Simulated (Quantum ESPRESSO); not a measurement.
# AgCl (Chlorargyrite) (Fm-3m) in Quantum ESPRESSO: notebook

One crystal, AgCl (Chlorargyrite), is run at these levels: PBE; tasks: phonons.

Program: Quantum ESPRESSO 7.5. These are calculated values, not measurements. Logs are shortened: lines on timing, memory, paths and dates and some standing lists are left out, and cuts for length are marked.

**The experiment to reproduce.**

From a printed reference work, monograph, for a bulk crystal of AgCl: high-frequency dielectric constant 3.92.

The runs below are set against these values where they give the same quantity.

### Step 1. The structure

It takes space group Fm-3m (No. 225, cubic). Conventional cell: a = 5.470 Å, b = 5.470 Å, c = 5.470 Å, α = 90.00°, β = 90.00°, γ = 90.00°. Ag (site symmetry m-3m) is surrounded by 6 Cl at 2.73 Å. Around Cl (site symmetry m-3m) lie 6 Ag at 2.73 Å.

### Step 2. Phonons, PBE

Input file pw.in:

```
&CONTROL
  calculation = 'scf'
  prefix = 'pwscf'
  outdir = './tmp'
  pseudo_dir = './pseudo'
  tprnfor = .true.
  tstress = .true.
  disk_io = 'low'
/
&SYSTEM
  ibrav = 0
  nat = 2
  ntyp = 2
  ecutwfc = 52
  ecutrho = 312
  nbnd = 15
  occupations = 'smearing'
  smearing = 'fd'
  degauss = 0.00367493
/
&ELECTRONS
  conv_thr = 4d-10
  electron_maxstep = 120
  mixing_beta = 0.5
/
ATOMIC_SPECIES
Ag   107.8682 Ag.GGA_PBE-JTH.UPF
Cl    35.4500 Cl.GGA_PBE-JTH.UPF
CELL_PARAMETERS angstrom
   0.0000000000    2.7350000000    2.7350000000
   2.7350000000    0.0000000000    2.7350000000
   2.7350000000    2.7350000000    0.0000000000
ATOMIC_POSITIONS crystal
Ag     0.0000000000    0.0000000000    0.0000000000
Cl     0.5000000000    0.5000000000    0.5000000000
K_POINTS automatic
4 4 4 1 1 1
```

Input file scf2.in:

```
&CONTROL
  calculation = 'scf'
  prefix = 'pwscf'
  outdir = './tmp'
  pseudo_dir = './pseudo'
  tprnfor = .true.
  tstress = .true.
  disk_io = 'low'
/
&SYSTEM
  ibrav = 0
  nat = 2
  ntyp = 2
  ecutwfc = 52
  ecutrho = 312
  nbnd = 15
  occupations = 'fixed'
/
&ELECTRONS
  conv_thr = 1d-13
  electron_maxstep = 120
  mixing_beta = 0.5
  startingpot = 'file'
  startingwfc = 'file'
/
ATOMIC_SPECIES
Ag   107.8682 Ag.GGA_PBE-JTH.UPF
Cl    35.4500 Cl.GGA_PBE-JTH.UPF
CELL_PARAMETERS angstrom
   0.0000000000    2.7350000000    2.7350000000
   2.7350000000    0.0000000000    2.7350000000
   2.7350000000    2.7350000000    0.0000000000
ATOMIC_POSITIONS crystal
Ag     0.0000000000    0.0000000000    0.0000000000
Cl     0.5000000000    0.5000000000    0.5000000000
K_POINTS automatic
4 4 4 1 1 1
```

Input file ph.in:

```
phonons of AgCl
&INPUTPH
  prefix = 'pwscf'
  outdir = './tmp'
  tr2_ph = 1d-18
  fildyn = 'dyn'
  niter_ph = 90
  alpha_mix(1) = 0.7
  epsil = .true.
/
0.0000000000 0.0000000000 0.0000000000
```

Input file dynmat.in:

```
&INPUT
  fildyn = 'dyn'
  asr = 'crystal'
  lperm = .true.
  filout = 'dynmat.disp'
  fileig = 'dynmat.eig'
/
```

Input file dynmat_lo.in:

```
&INPUT
  fildyn = 'dyn'
  asr = 'crystal'
  filout = 'dynmat_lo.disp'
  fileig = 'dynmat_lo.eig'
  q(1) = 0
  q(2) = 0
  q(3) = 1
/
```

Potentials or basis: JTH 2.0 PBE.

Launch:

```console
$ OMP_NUM_THREADS=1 pw.x -in pw.in > pw.out
$ OMP_NUM_THREADS=1 pw.x -in scf2.in > scf2.out
$ OMP_NUM_THREADS=1 ph.x -in ph.in > ph.out
$ OMP_NUM_THREADS=1 dynmat.x -in dynmat.in > dynmat.out
$ OMP_NUM_THREADS=1 dynmat.x -in dynmat_lo.in > dynmat_lo.out
```

pw.out:

```text
This program is part of the open-source Quantum ESPRESSO suite
     for quantum simulation of materials; please cite
         "P. Giannozzi et al., J. Phys.:Condens. Matter 21 395502 (2009);
         "P. Giannozzi et al., J. Phys.:Condens. Matter 29 465901 (2017);
         "P. Giannozzi et al., J. Chem. Phys. 152 154105 (2020);
     in publications or presentations arising from this work. More details at

     file Ag.GGA_PBE-JTH.UPF: wavefunction(s)  5S 0S 5P 0P 4D 0D renormalized
     file Cl.GGA_PBE-JTH.UPF: wavefunction(s)  3S 0S 3P 0P renormalized
     Message from routine setup:
     using ibrav=0 with symmetry is DISCOURAGED, use correct ibrav instead

     G-vector sticks info
     --------------------
     sticks:   dense  smooth     PW     G-vecs:    dense   smooth      PW
     Sum        1159     757    241                25821    13851    2397

     Using Slab Decomposition

     bravais-lattice index     =            0
     lattice parameter (alat)  =       7.3092  a.u.
     unit-cell volume          =     276.1205 (a.u.)^3
     number of atoms/cell      =            2
     number of atomic types    =            2
     number of electrons       =        18.00
     number of Kohn-Sham states=           15
     kinetic-energy cutoff     =      52.0000  Ry
     charge density cutoff     =     312.0000  Ry
     scf convergence threshold =      4.0E-10
     mixing beta               =       0.5000
     number of iterations used =            8  plain     mixing
     Exchange-correlation= SLA PW PBX PBC
                           (   1   4   3   4   0   0   0)

     celldm(1)=   7.309223  celldm(2)=   0.000000  celldm(3)=   0.000000
     celldm(4)=   0.000000  celldm(5)=   0.000000  celldm(6)=   0.000000

     crystal axes: (cart. coord. in units of alat)
               a(1) = (   0.000000   0.707107   0.707107 )
               a(2) = (   0.707107   0.000000   0.707107 )
               a(3) = (   0.707107   0.707107   0.000000 )

     reciprocal axes: (cart. coord. in units 2 pi/alat)
               b(1) = ( -0.707107  0.707107  0.707107 )
               b(2) = (  0.707107 -0.707107  0.707107 )
               b(3) = (  0.707107  0.707107 -0.707107 )

     PseudoPot. # 1 for Ag read from file:
     Ag.GGA_PBE-JTH.UPF
     Pseudo is Projector augmented-wave + core cor, Zval = 11.0
     Generated using ATOMPAW code
     Shape of augmentation charge: BESSEL
     Using radial grid of 1085 points,  6 beta functions with:
                l(1) =   0
                l(2) =   0
                l(3) =   1
                l(4) =   1
                l(5) =   2
                l(6) =   2
     Q(r) pseudized with 0 coefficients

     PseudoPot. # 2 for Cl read from file:
     Cl.GGA_PBE-JTH.UPF
     Pseudo is Projector augmented-wave + core cor, Zval =  7.0
     Generated using ATOMPAW code
     Shape of augmentation charge: SINC**2
     Using radial grid of 1004 points,  4 beta functions with:
                l(1) =   0
                l(2) =   0
                l(3) =   1
                l(4) =   1
     Q(r) pseudized with 0 coefficients

     atomic species   valence    mass     pseudopotential
     Ag               11.00   107.86820     Ag( 1.00)
     Cl                7.00    35.45000     Cl( 1.00)

     48 Sym. Ops., with inversion, found

   Cartesian axes

     site n.     atom                  positions (alat units)
         1        Ag     tau(   1) = (   0.0000000   0.0000000   0.0000000  )
         2        Cl     tau(   2) = (   0.7071068   0.7071068   0.7071068  )

     number of k points=    10  Fermi-Dirac smearing, width (Ry)=  0.0037
                       cart. coord. in units 2pi/alat
        k(    1) = (   0.0883883   0.0883883   0.0883883), wk =   0.0625000
        k(    2) = (   0.2651650   0.2651650  -0.0883883), wk =   0.1875000
        k(    3) = (  -0.2651650  -0.2651650   0.4419417), wk =   0.1875000
        k(    4) = (  -0.0883883  -0.0883883   0.2651650), wk =   0.1875000
        k(    5) = (   0.4419417   0.0883883   0.0883883), wk =   0.1875000
        k(    6) = (  -0.0883883  -0.4419417   0.6187184), wk =   0.3750000
        k(    7) = (   0.0883883  -0.2651650   0.4419417), wk =   0.3750000
        k(    8) = (  -0.6187184   0.0883883   0.0883883), wk =   0.1875000
        k(    9) = (   0.2651650   0.2651650   0.2651650), wk =   0.0625000
        k(   10) = (  -0.2651650  -0.2651650   0.7954951), wk =   0.1875000

     Dense  grid:    25821 G-vectors     FFT dimensions: (  45,  45,  45)

     Smooth grid:    13851 G-vectors     FFT dimensions: (  36,  36,  36)

     Check: negative core charge=   -0.000005

     Initial potential from superposition of free atoms

     starting charge      17.9995, renormalised to      18.0000

     negative rho (up, down):  8.428E-02 0.000E+00
     Starting wfcs are   26 randomized atomic wfcs

     Self-consistent Calculation

     iteration #  1     ecut=    52.00 Ry     beta= 0.50
     Davidson diagonalization with overlap
     ethr =  1.00E-02,  avg # of iterations =  5.2

     Threshold (ethr) on eigenvalues was too large:
     Diagonalizing with lowered threshold

     Davidson diagonalization with overlap
     ethr =  2.08E-04,  avg # of iterations =  3.6

     negative rho (up, down):  8.595E-02 0.000E+00

     total energy              =    -434.73926493 Ry
     estimated scf accuracy    <       0.03656508 Ry

     iteration #  2     ecut=    52.00 Ry     beta= 0.50
     Davidson diagonalization with overlap
     ethr =  2.03E-04,  avg # of iterations =  2.0

     negative rho (up, down):  8.548E-02 0.000E+00

     total energy              =    -434.74878721 Ry
     estimated scf accuracy    <       0.00414524 Ry

     iteration #  3     ecut=    52.00 Ry     beta= 0.50
     Davidson diagonalization with overlap
     ethr =  2.30E-05,  avg # of iterations =  2.7

     negative rho (up, down):  8.533E-02 0.000E+00

     total energy              =    -434.74966230 Ry
     estimated scf accuracy    <       0.00042157 Ry

     iteration #  4     ecut=    52.00 Ry     beta= 0.50
     Davidson diagonalization with overlap
     ethr =  2.34E-06,  avg # of iterations =  5.4

     negative rho (up, down):  8.521E-02 0.000E+00

     total energy              =    -434.74968363 Ry
     estimated scf accuracy    <       0.00002829 Ry

     iteration #  5     ecut=    52.00 Ry     beta= 0.50
     Davidson diagonalization with overlap
     ethr =  1.57E-07,  avg # of iterations =  2.0

     negative rho (up, down):  8.514E-02 0.000E+00

     total energy              =    -434.74968698 Ry
     estimated scf accuracy    <       0.00000070 Ry

     iteration #  6     ecut=    52.00 Ry     beta= 0.50
     Davidson diagonalization with overlap
     ethr =  3.90E-09,  avg # of iterations =  2.0

     negative rho (up, down):  8.513E-02 0.000E+00

     total energy              =    -434.74968713 Ry
     estimated scf accuracy    <       0.00000015 Ry

     iteration #  7     ecut=    52.00 Ry     beta= 0.50
     Davidson diagonalization with overlap
     ethr =  8.32E-10,  avg # of iterations =  2.0

     negative rho (up, down):  8.513E-02 0.000E+00

     total energy              =    -434.74968716 Ry
     estimated scf accuracy    <          2.6E-09 Ry

     iteration #  8     ecut=    52.00 Ry     beta= 0.50
     Davidson diagonalization with overlap
     ethr =  1.46E-11,  avg # of iterations =  2.4

     negative rho (up, down):  8.513E-02 0.000E+00

     total energy              =    -434.74968716 Ry
     estimated scf accuracy    <          6.0E-10 Ry

     iteration #  9     ecut=    52.00 Ry     beta= 0.50
     Davidson diagonalization with overlap
     ethr =  3.35E-12,  avg # of iterations =  2.0

     negative rho (up, down):  8.513E-02 0.000E+00

     End of self-consistent calculation

          k = 0.0884 0.0884 0.0884 (  1768 PWs)   bands (ev):

    -8.1344   3.8635   3.9262   3.9262   4.6765   4.6765   4.9291   5.5548
     5.5548   8.8700  16.6197  17.6264  17.6264  19.1905  19.1906

          k = 0.2652 0.2652-0.0884 (  1749 PWs)   bands (ev):

    -7.8666   2.3644   3.0186   3.3886   4.8289   4.9259   5.2358   5.8936
     6.9793  11.0706  14.3655  15.4412  15.7892  18.7945  20.7168

          k =-0.2652-0.2652 0.4419 (  1750 PWs)   bands (ev):

    -7.7011   1.8280   2.8095   2.8940   4.9558   5.0389   5.3257   6.8524
     6.9207  11.8806  13.0838  15.2640  15.2796  20.0245  20.7941

          k =-0.0884-0.0884 0.2652 (  1762 PWs)   bands (ev):

    -7.9851   2.7467   3.6373   3.7156   4.6373   4.8356   5.1657   5.6510
     6.1992  10.2855  15.2105  15.9891  16.9562  18.0348  20.4809

          k = 0.4419 0.0884 0.0884 (  1741 PWs)   bands (ev):

    -7.7997   2.3054   3.4833   3.6043   4.5530   4.9813   5.2842   5.5914
     6.0881  10.8939  14.2611  15.4013  17.1893  18.1733  21.5278

          k =-0.0884-0.4419 0.6187 (  1742 PWs)   bands (ev):

    -7.6630   2.5431   2.8875   3.1299   4.8693   5.0766   5.2343   5.5351
     6.1141  11.2425  14.3255  15.2549  16.2965  19.6797  21.0212

          k = 0.0884-0.2652 0.4419 (  1748 PWs)   bands (ev):

    -7.7313   2.1468   2.9206   3.1836   4.8516   5.0321   5.3028   5.8377
     6.8231  11.8802  13.3101  15.1519  16.0058  19.1369  21.3537

          k =-0.6187 0.0884 0.0884 (  1733 PWs)   bands (ev):

    -7.6918   2.5449   3.4367   3.6123   4.5169   5.1049   5.2062   5.3858
     5.5158  10.0389  14.9962  15.6219  18.0709  18.7707  21.7001

          k = 0.2652 0.2652 0.2652 (  1745 PWs)   bands (ev):

    -7.7821   1.9466   2.9307   2.9307   4.9611   4.9611   5.2722   6.9912
     6.9912  11.1602  14.1172  15.1982  15.1982  20.1208  20.2984

          k =-0.2652-0.2652 0.7955 (  1746 PWs)   bands (ev):

    -7.6739   2.1589   2.9067   2.9232   4.9485   5.0192   5.3040   5.8237
     6.8187  12.0045  13.2556  15.1933  15.8863  19.9950  20.0317

     the Fermi energy is     7.9723 ev

!    total energy              =    -434.74968716 Ry
     total all-electron energy =      -434.749687 Ry
     estimated scf accuracy    <          9.0E-12 Ry
     smearing contrib. (-TS)   =      -0.00000000 Ry
     internal energy E=F+TS    =    -434.74968716 Ry

     The total energy is F=E-TS. E is the sum of the following terms:
     one-electron contribution =     -11.10044071 Ry
     hartree contribution      =      20.86715896 Ry
     xc contribution           =     -41.95396144 Ry
     ewald contribution        =     -91.63815132 Ry
     one-center paw contrib.   =    -310.92429265 Ry

     convergence has been achieved in   9 iterations

     negative rho (up, down):  8.513E-02 0.000E+00

     Forces acting on atoms (cartesian axes, Ry/au):

     atom    1 type  1   force =    -0.00000000   -0.00000000    0.00000000
     atom    2 type  2   force =     0.00000000    0.00000000    0.00000000

     Total force =     0.000000     Total SCF correction =     0.000000

     Computing stress (Cartesian axis) and pressure

     negative rho (up, down):  8.513E-02 0.000E+00
          total   stress  (Ry/bohr**3)                   (kbar)     P=       40.45
   0.00027494   0.00000000  -0.00000000           40.45        0.00       -0.00
   0.00000000   0.00027494  -0.00000000            0.00       40.45       -0.00
  -0.00000000  -0.00000000   0.00027494           -0.00       -0.00       40.45

=------------------------------------------------------------------------------=
   JOB DONE.
=------------------------------------------------------------------------------=
```

It took 4.2 min on 1 thread of Intel Xeon Platinum 8375C at 2.90GHz (Ice Lake), shared host; peak memory 0.14 GiB.

What came out:

```
Free energy                                             : -5915.0708 eV
Pressure after relaxing                                 : 4.0 GPa
Electronic dielectric tensor (diagonal)                 : 5.19
Born charges (mean of the diagonal)                     : Ag +1.41; Cl -1.42 e
Highest phonon frequency at Γ, LO-TO splitting left out : 127 cm⁻¹
Static dielectric tensor (diagonal)                     : 10.75
```

Phonon frequencies in cm⁻¹ (negative: imaginary):
| q point | frequencies |
| --- | --- |
| (0.000, 0.000, 0.000) | 0 0 0 127 127 127 |

Electronic dielectric tensor:
```
5.19 0.00 0.00
0.00 5.19 0.00
0.00 0.00 5.19
```

Born effective charge tensors (e):
atom 1, Ag
```
1.41 0.00 0.00
0.00 1.41 0.00
0.00 0.00 1.41
```
atom 2, Cl
```
-1.42  0.00  0.00
 0.00 -1.42  0.00
 0.00  0.00 -1.42
```

Optical modes at Γ, degenerate ones joined, polar ones without the macroscopic field:
```csv
cm⁻¹,components,symmetry,active in,"IR intensity, summed ((D/Å)²/amu)"
127,3,T1u,IR,5.19
```

Zone-centre frequencies without and with the macroscopic field along z (cm⁻¹):
```csv
,optical modes in rising order
without,127 127 127
with the field,127 127 183
```

Static dielectric tensor, electrons and zone-centre modes:
```
10.75  0.00  0.00
 0.00 10.75  0.00
 0.00  0.00 10.75
```

Caveat: the mesh is thin for the dielectric tensor, Born charges and intensities, which usually come out too large; the cell is more than 3 GPa from zero pressure, which shifts response properties.

(Part 1 of 4 ends here.)
